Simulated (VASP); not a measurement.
# Mo3P2 (Fmmm) in VASP: further runs

The runs below take Mo3P2 through single point, with PBE.

Program: VASP 6.6.1. These are calculated values, not measurements. Logs are shortened: lines on timing, memory, paths and dates and some standing lists are left out, and cuts for length are marked.

## (1) The crystal as given

It takes space group Fmmm (No. 69, orthorhombic). Conventional cell: a = 5.047 Å, b = 8.450 Å, c = 13.641 Å, α = 90.00°, β = 90.00°, γ = 90.00°. Around Mo (site symmetry m) lie 4 P at 2.42 to 2.47 Å and 1 Mo at 2.66 Å. Around Mo (site symmetry mm2) lie 6 P at 2.61 to 2.76 Å. P (site symmetry 2mm) has 1 P at 2.18 Å and 4 Mo at 2.47 Å as nearest neighbours. P (site symmetry 222) is surrounded by 8 Mo at 2.42 to 2.61 Å and 2 P at 2.52 Å.

The cell was built by a generator and needn't be a form met in nature.

## (2) Single point, PBE

Contents of INCAR:

```
SYSTEM = Mo3P2
PREC = Accurate
ENCUT = 520
EDIFF = 1E-6
ISMEAR = 0
SIGMA = 0.1
LREAL = .False.
LASPH = .True.
NELM = 100
ALGO = Fast
ISIF = 2
LWAVE = .False.
LCHARG = .False.
GGA = PE
NBANDS = 63
```

Contents of KPOINTS:

```
Automatic mesh
0
Gamma
  4 4 4
  0 0 0
```

Contents of POSCAR:

```
Mo3P2
1.0
    0.0000000000      2.5235367820      6.8206147958
    4.2249668771      0.0000000000      6.8206147958
    4.2249668771      2.5235367820      0.0000000000
Mo P
6 4
Direct
    0.5471690660      0.2321994590      0.4528309340
    0.7678005410      0.4528309340      0.2321994590
    0.4528309340      0.7678005410      0.5471690660
    0.2321994590      0.5471690660      0.7678005410
    0.8138687045      0.8138687045      0.1861312955
    0.1861312955      0.1861312955      0.8138687045
    0.7841083225      0.2158916775      0.7841083225
    0.2158916775      0.7841083225      0.2158916775
    0.2500000000      0.2500000000      0.2500000000
    0.7500000000      0.7500000000      0.7500000000
```

Potentials or basis: VASP PAW PBE potentials, release 64 (Mo_sv, P).

Launch:

```
> cat potpaw_PBE.64/Mo_sv/POTCAR potpaw_PBE.64/P/POTCAR > POTCAR
> mpirun -np 1 vasp_std > vasp.out
```

OUTCAR:

```text
SYSTEM = Mo3P2
   PREC = Accurate
   ENCUT = 520
   EDIFF = 1E-6
   ISMEAR = 0
   LREAL = .False.
   LASPH = .True.
   NELM = 100
   ISIF = 2
   GGA = PE

 ion  position               nearest neighbor table
   1  0.547  0.232  0.453-   9 2.42  10 2.42   8 2.47   7 2.47   4 2.66   4 2.97   4 2.97   2 3.01
                             5 3.03   5 3.03   5 3.07   6 3.08
   2  0.768  0.453  0.232-   9 2.42  10 2.42   7 2.47   8 2.47   3 2.66   3 2.97   3 2.97   1 3.01
                             6 3.03   6 3.03   6 3.07   5 3.08
   3  0.453  0.768  0.547-   9 2.42  10 2.42   8 2.47   7 2.47   2 2.66   2 2.97   2 2.97   4 3.01
                             6 3.03   6 3.03   6 3.07   5 3.08
   4  0.232  0.547  0.768-   9 2.42  10 2.42   7 2.47   8 2.47   1 2.66   1 2.97   1 2.97   3 3.01
                             5 3.03   5 3.03   5 3.07   6 3.08
   5  0.814  0.814  0.186-  10 2.61  10 2.61   9 2.61   9 2.61   8 2.76   7 2.76   1 3.03   4 3.03
                             4 3.03   1 3.03   6 3.07   6 3.07   4 3.07   1 3.07   2 3.08   3 3.08
   6  0.186  0.186  0.814-  10 2.61  10 2.61   9 2.61   9 2.61   7 2.76   8 2.76   2 3.03   3 3.03
                             2 3.03   3 3.03   5 3.07   5 3.07   2 3.07   3 3.07   1 3.08   4 3.08
   7  0.784  0.216  0.784-   8 2.18   1 2.47   3 2.47   2 2.47   4 2.47   6 2.76   5 2.76   8 2.87

   8  0.216  0.784  0.216-   7 2.18   4 2.47   3 2.47   2 2.47   1 2.47   5 2.76   6 2.76   7 2.87

   9  0.250  0.250  0.250-   1 2.42   2 2.42   3 2.42   4 2.42  10 2.52  10 2.52   5 2.61   6 2.61
                             5 2.61   6 2.61
  10  0.750  0.750  0.750-   1 2.42   2 2.42   3 2.42   4 2.42   9 2.52   9 2.52   6 2.61   5 2.61
                             6 2.61   5 2.61

  LATTYP: Found a face centered orthorhombic cell.
 ALAT       =     5.0470735640
 B/A-ratio  =     1.6742244089
 C/A-ratio  =     2.7027998341

  Lattice vectors:

 A1 = (   4.2249668771,   0.0000000000,  -6.8206147958)
 A2 = (   0.0000000000,   2.5235367820,  -6.8206147958)
 A3 = (   4.2249668771,   2.5235367820,   0.0000000000)

Analysis of symmetry for initial positions (statically):
=====================================================================
 Subroutine PRICEL returns:
 Original cell was already a primitive cell.

 Routine SETGRP: Setting up the symmetry group for a
 face centered orthorhombic supercell.

 Subroutine GETGRP returns: Found  8 space group operations
 (whereof  8 operations were pure point group operations)
 out of a pool of  8 trial point group operations.

The static configuration has the point symmetry D_2h.

[... 132 lines left out ...]
   NELECT =     104.0000    total number of electrons
   NUPDOWN=      -1.0000    fix difference up-down
   EMIN   =  10.00;   EMAX   =-10.00  energy-range for DOS
   EFERMI =   0.00;   METHOD = LEGACY
   ISMEAR =     0;   SIGMA  =   0.10  broadening in eV -4-tet -1-fermi 0-gaus
   EFERMI_NEDOS =   21; number of points for ismear=-14 and -15
   IALGO  =     68    algorithm
   IMIX   =      4    mixing-type and parameters
     AMIX     =   0.40;   BMIX     =  1.00
     AMIX_MAG =   1.60;   BMIX_MAG =  1.00
  volume/ion in A,a.u.               =      14.54        98.15
  Fermi-wavevector in a.u.,A,eV,Ry     =   1.463942  2.766449 29.158991  2.143125
  Thomas-Fermi vector in A             =   2.579977
   LORBIT       =      0    0 simple, 1 ext, 2 COOP (PROOUT), +10 PAW based schemes
   GGA     = PE    functional components
   LHFCALC =     F    Hartree Fock is set to
   AEXX    =    0.0000 exact exchange contribution
   IVDW    =     0    specifies the selected vdW correction
   LEPSILON=     F    determine dielectric tensor
   LRPA    =     F    only Hartree local field effects (RPA)
 non-spin polarized calculation
 RMM-DIIS sequential band-by-band and
 Gauss-broadening in eV      SIGMA  =   0.10
  energy-cutoff  :      520.00
  volume of cell :      145.44
 maximum number of plane-waves:      3964
   NGX = 27   NGY = 29   NGZ = 19

 number of electron     104.0000002 magnetization

 Free energy of the ion-electron system (eV)
  ---------------------------------------------------
  ext. energy  EPLUGINS =         0.00000000
  ---------------------------------------------------
  free energy    TOTEN  =       -88.25562791 eV

  energy without entropy =      -88.21423346  energy(sigma->0) =      -88.23493069

 E-fermi :  12.2351     XC(G=0): -12.7854

 val. band max:       12.2217671502   @ k =   0.2500   0.0000   0.0000
 cond. band min:      12.2583343103   @ k =   0.5000   0.2500   0.0000
 fundamental gap:      0.0365671601
 Fermi energy:        12.2350507406

 k-point     1 :       0.0000    0.0000    0.0000
  band No.  band energies     occupation
      1     -49.1381      2.00000
      2     -49.1066      2.00000
      3     -48.6585      2.00000
      4     -48.6415      2.00000
      5     -48.5409      2.00000
      6     -48.5232      2.00000
[... 1177 lines left out ...]
     62      14.7596      0.00000
     63      14.9477      0.00000

------------------------ aborting loop because EDIFF is reached ----------------------------------------

  FORCE on cell =-STRESS in cart. coord.  units (eV):
  Direction    XX          YY          ZZ          XY          YZ          ZX
  --------------------------------------------------------------------------------------
  -------------------------------------------------------------------------------------
  Total        0.3723020      0.0168285      0.3242205      0.0000000      0.0000000      0.0000000
  in kB        4.1012810      0.1853824      3.5716143      0.0000000      0.0000000      0.0000000
  external PRESSURE =       2.6194259 kB  Pullay stress =       0.0000000 kB

 VOLUME and BASIS-vectors are now :
 -----------------------------------------------------------------------------
  energy-cutoff  :      520.00
  volume of cell :      145.44
      direct lattice vectors                 reciprocal lattice vectors
     0.000000000  2.523536782  6.820614796    -0.118344123  0.198134619  0.073307175
     4.224966877  0.000000000  6.820614796     0.118344123 -0.198134619  0.073307175
     4.224966877  2.523536782  0.000000000     0.118344123  0.198134619 -0.073307175

 POSITION                                       TOTAL-FORCE (eV/Angst)
 -----------------------------------------------------------------------------------
      2.89423      2.52354      5.31577        -0.002227     -0.000000      0.002588
      2.89423      2.52354      8.32546        -0.002227     -0.000000     -0.002588
      5.55570      2.52354      8.32546         0.002227     -0.000000     -0.002588
      5.55570      2.52354      5.31577         0.002227     -0.000000      0.002588
      4.22497      2.52354     11.10217        -0.000000     -0.000000     -0.004266
      4.22497      2.52354      2.53906        -0.000000     -0.000000      0.004266
      4.22497      3.95745      6.82061        -0.000000      0.056419     -0.000000
      4.22497      1.08962      6.82061        -0.000000     -0.056419     -0.000000
      2.11248      1.26177      3.41031        -0.000000     -0.000000      0.000000
      6.33745      3.78531     10.23092        -0.000000     -0.000000     -0.000000
 -----------------------------------------------------------------------------------
    total drift:                                0.000000      0.000000      0.000000

  FREE ENERGIE OF THE ION-ELECTRON SYSTEM (eV)
  ---------------------------------------------------
  free  energy   TOTEN  =       -88.2556279086 eV

  energy  without entropy=      -88.2142334642  energy(sigma->0) =      -88.23493069
```

OSZICAR:

```text
N       E                     dE             d eps       ncg     rms          rms(c)
DAV:   1     0.116164480069E+04    0.11616E+04   -0.62083E+04  2300   0.168E+03
DAV:   2    -0.353434418014E+02   -0.11970E+04   -0.11719E+04  2442   0.499E+02
DAV:   3    -0.920890053735E+02   -0.56746E+02   -0.55092E+02  2992   0.962E+01
DAV:   4    -0.936450446887E+02   -0.15560E+01   -0.15314E+01  2800   0.129E+01
DAV:   5    -0.936773327762E+02   -0.32288E-01   -0.32145E-01  2788   0.181E+00    0.456E+01
RMM:   6    -0.890482250462E+02    0.46291E+01   -0.26993E+01  2501   0.177E+01    0.167E+01
RMM:   7    -0.905515927887E+02   -0.15034E+01   -0.13017E+01  2648   0.111E+01    0.111E+01
RMM:   8    -0.882382499717E+02    0.23133E+01   -0.40388E+00  2488   0.692E+00    0.314E+00
RMM:   9    -0.882774486350E+02   -0.39199E-01   -0.12893E+00  2926   0.279E+00    0.134E+00
RMM:  10    -0.882518720812E+02    0.25577E-01   -0.19102E-01  2667   0.140E+00    0.596E-01
RMM:  11    -0.882550418945E+02   -0.31698E-02   -0.52087E-02  3031   0.577E-01    0.344E-01
RMM:  12    -0.882553705215E+02   -0.32863E-03   -0.97734E-03  2886   0.279E-01    0.171E-01
RMM:  13    -0.882555454291E+02   -0.17491E-03   -0.35403E-03  3090   0.140E-01    0.571E-02
RMM:  14    -0.882556032603E+02   -0.57831E-04   -0.61298E-04  2878   0.680E-02    0.403E-02
RMM:  15    -0.882556160342E+02   -0.12774E-04   -0.31356E-04  2996   0.377E-02    0.614E-03
RMM:  16    -0.882556247992E+02   -0.87650E-05   -0.84933E-05  2711   0.185E-02    0.417E-03
RMM:  17    -0.882556273682E+02   -0.25690E-05   -0.25087E-05  2118   0.698E-03    0.244E-03
RMM:  18    -0.882556279086E+02   -0.54041E-06   -0.77289E-06  1842   0.360E-03
   1 F= -.88255628E+02 E0= -.88234931E+02  d E =-.413944E-01
```

stdout:

```text
POSCAR found type information on POSCAR MoP
 POSCAR found :  2 types and      10 ions
 scaLAPACK will be used
 LDA part: xc-table for (Slater+PW92), standard interpolation
 POSCAR, INCAR and KPOINTS ok, starting setup
 FFT: planning ... GRIDC
 FFT: planning ... GRID_SOFT
 FFT: planning ... GRID
 WAVECAR not read
 entering main loop
```

Wall time 2.6 min (1 thread of Intel Xeon 6975P-C (Granite Rapids), shared host); peak memory 0.39 GiB.

Results:

- Free energy: -88.2556 eV
- Pressure: 0.3 GPa
- Largest force: 0.056 eV/Å
- Band gap on the k mesh: none (metal or under the smearing width)

Forces in eV/Å, atoms in the order of the input:
```
Mo  -0.002  0.000  0.003
Mo  -0.002  0.000 -0.003
Mo   0.002  0.000 -0.003
Mo   0.002  0.000  0.003
Mo   0.000  0.000 -0.004
Mo   0.000  0.000  0.004
P    0.000  0.056  0.000
P    0.000 -0.056  0.000
P    0.000  0.000  0.000
P    0.000  0.000  0.000
```

Stress tensor (GPa, compression positive):
```
0.41 0.00 0.00
0.00 0.02 0.00
0.00 0.00 0.36
```

Caveat: the k mesh is coarse (spacing up to 0.38 Å⁻¹), so the values aren't converged.

## (3) Single point, PBE

This run uses another cell than the first one, of 15.33 Å³/atom, 1.054 times its volume.

Contents of INCAR:

```
PREC     = Accurate       # precision mode
ENCUT    = 520            # plane-wave cutoff, eV
EDIFF    = 1E-6           # SCF threshold, eV
ISMEAR   = 0              # smearing method
SIGMA    = 0.1            # smearing width, eV
LREAL    = F              # projectors in reciprocal space
LASPH    = T              # aspherical terms in the spheres
NELM     = 100            # most SCF steps
ALGO     = Fast           # electronic algorithm
ISIF     = 2              # what is computed and relaxed
LWAVE    = F              # write WAVECAR
LCHARG   = T              # write CHGCAR
GGA      = PE             # functional
LELF     = T              # ELF
LVHAR    = T            
NBANDS   = 63             # bands
```

Contents of KPOINTS:

```
regular mesh
0
Gamma
  6 6 6
```

Contents of POSCAR:

```
Mo3P2
1.0
    3.2155746985      1.8565129178      4.2787705761
   -3.2155746985      1.8565129178      4.2787705761
    0.0000000000     -3.7130258356      4.2787705761
Mo P
6 4
Direct
    0.0199320104      0.4800679896      0.7500000000
    0.7500000000      0.0199320104      0.4800679896
    0.4800679896      0.7500000000      0.0199320104
    0.9800679896      0.5199320104      0.2500000000
    0.2500000000      0.9800679896      0.5199320104
    0.5199320104      0.2500000000      0.9800679896
    0.8895858306      0.8895858306      0.8895858306
    0.6104141694      0.6104141694      0.6104141694
    0.1104141694      0.1104141694      0.1104141694
    0.3895858306      0.3895858306      0.3895858306
```

Potentials or basis: VASP PAW PBE potentials, release 64 (Mo_sv, P).

Launch:

```
> cat potpaw_PBE.64/Mo_sv/POTCAR potpaw_PBE.64/P/POTCAR > POTCAR
> mpirun -np 1 vasp_std > vasp.out
```

OUTCAR:

```text
PREC = Accurate
   ENCUT = 520
   EDIFF = 1E-6
   ISMEAR = 0
   LREAL = F
   LASPH = T
   NELM = 100
   ISIF = 2
   GGA = PE

 ion  position               nearest neighbor table
   1  0.020  0.480  0.750-   9 2.40  10 2.40   7 2.49   8 2.49   4 2.84   4 2.84   2 3.01   3 3.01
                             5 3.20   6 3.20   5 3.20   6 3.20
   2  0.750  0.020  0.480-  10 2.40   9 2.40   7 2.49   8 2.49   5 2.84   5 2.84   1 3.01   3 3.01
                             4 3.20   6 3.20   6 3.20   4 3.20
   3  0.480  0.750  0.020-   9 2.40  10 2.40   7 2.49   8 2.49   6 2.84   6 2.84   1 3.01   2 3.01
                             4 3.20   5 3.20   5 3.20   4 3.20
   4  0.980  0.520  0.250-   7 2.40   8 2.40   9 2.49  10 2.49   1 2.84   1 2.84   6 3.01   5 3.01
                             2 3.20   3 3.20   3 3.20   2 3.20
   5  0.250  0.980  0.520-   8 2.40   7 2.40   9 2.49  10 2.49   2 2.84   2 2.84   4 3.01   6 3.01
                             1 3.20   3 3.20   3 3.20   1 3.20
   6  0.520  0.250  0.980-   7 2.40   8 2.40   9 2.49  10 2.49   3 2.84   3 2.84   4 3.01   5 3.01
                             1 3.20   2 3.20   2 3.20   1 3.20
   7  0.890  0.890  0.890-   6 2.40   4 2.40   5 2.40   1 2.49   3 2.49   2 2.49   9 2.83
   8  0.610  0.610  0.610-   5 2.40   4 2.40   6 2.40   1 2.49   3 2.49   2 2.49  10 2.83
[... 1799 lines left out ...]

------------------------ aborting loop because EDIFF is reached ----------------------------------------

  FORCE on cell =-STRESS in cart. coord.  units (eV):
  Direction    XX          YY          ZZ          XY          YZ          ZX
  --------------------------------------------------------------------------------------
  -------------------------------------------------------------------------------------
  Total        0.2515252      0.2515252      0.1296459      0.0000000     -0.0000000      0.0000000
  in kB        2.6294520      2.6294520      1.3553218      0.0000000     -0.0000000      0.0000000
  external PRESSURE =       2.2047419 kB  Pullay stress =       0.0000000 kB

 VOLUME and BASIS-vectors are now :
 -----------------------------------------------------------------------------
  energy-cutoff  :      520.00
  volume of cell :      153.26
      direct lattice vectors                 reciprocal lattice vectors
     3.215574699  1.856512918  4.278770576     0.155493200  0.089774041  0.077903998
    -3.215574699  1.856512918  4.278770576    -0.155493200  0.089774041  0.077903998
     0.000000000 -3.713025836  4.278770576     0.000000000 -0.179548082  0.077903998

 POSITION                                       TOTAL-FORCE (eV/Angst)
 -----------------------------------------------------------------------------------
     -1.47960     -1.85651      5.34846         0.002574     -0.000000     -0.000000
      2.34759     -0.35312      5.34846        -0.001287      0.002229     -0.000000
     -0.86799      2.20963      5.34846        -0.001287     -0.002229     -0.000000
      1.47960      1.85651      7.48785        -0.002574     -0.000000     -0.000000
     -2.34759      0.35312      7.48785         0.001287     -0.002229     -0.000000
      0.86799     -2.20963      7.48785         0.001287      0.002229     -0.000000
      0.00000      0.00000     11.41900         0.000000     -0.000000      0.006222
      0.00000      0.00000      7.83547         0.000000     -0.000000     -0.006222
      0.00000      0.00000      1.41731         0.000000     -0.000000     -0.006222
      0.00000      0.00000      5.00085         0.000000      0.000000      0.006222
 -----------------------------------------------------------------------------------
    total drift:                               -0.000000     -0.000000      0.000000

  FREE ENERGIE OF THE ION-ELECTRON SYSTEM (eV)
  ---------------------------------------------------
  free  energy   TOTEN  =       -88.6843809113 eV

  energy  without entropy=      -88.6330207389  energy(sigma->0) =      -88.65870083
```

stdout:

```text
POSCAR found type information on POSCAR MoP
 POSCAR found :  2 types and      10 ions
 scaLAPACK will be used
 LDA part: xc-table for (Slater+PW92), standard interpolation
 POSCAR, INCAR and KPOINTS ok, starting setup
 FFT: planning ... GRIDC
 FFT: planning ... GRID_SOFT
 FFT: planning ... GRID
 WAVECAR not read
 entering main loop
```

Run time: 6 min. Hardware: 1 thread of Intel Xeon Platinum 8259CL at 2.50GHz (Skylake/Cascade Lake), shared host; peak memory 0.39 GiB.

What came out:

```
Free energy            : -88.6844 eV
Pressure               : 0.2 GPa
Largest force          : 0.006 eV/Å
Band gap on the k mesh : none (metal or under the smearing width)
```

Forces on the atoms (eV/Å):
```
Mo   0.003  0.000  0.000
Mo  -0.001  0.002  0.000
Mo  -0.001 -0.002  0.000
Mo  -0.003  0.000  0.000
Mo   0.001 -0.002  0.000
Mo   0.001  0.002  0.000
P    0.000  0.000  0.006
P    0.000  0.000 -0.006
P    0.000  0.000 -0.006
P    0.000  0.000  0.006
```

Stress tensor (GPa, compression positive):
```
0.26 0.00 0.00
0.00 0.26 0.00
0.00 0.00 0.14
```

Levels at points of the mesh, in eV from the Fermi level:
```
           k point  band 49  band 50  band 51  band 52  band 53  band 54  band 55  band 56
(0.00, 0.00, 0.00)    -0.99    -0.99     0.30     0.30     0.35     0.59     0.59     0.68
(0.50, 0.00, 0.00)    -0.65    -0.65     0.00     0.00     0.25     0.25     0.73     0.73
(0.50, 0.50, 0.00)    -0.89    -0.58    -0.28    -0.23    -0.03     0.20     0.32     0.88
(0.50, 0.50, 0.50)    -1.00    -1.00     0.15     0.15     0.25     0.25     0.25     0.25
```

[end of part 1 of 2]
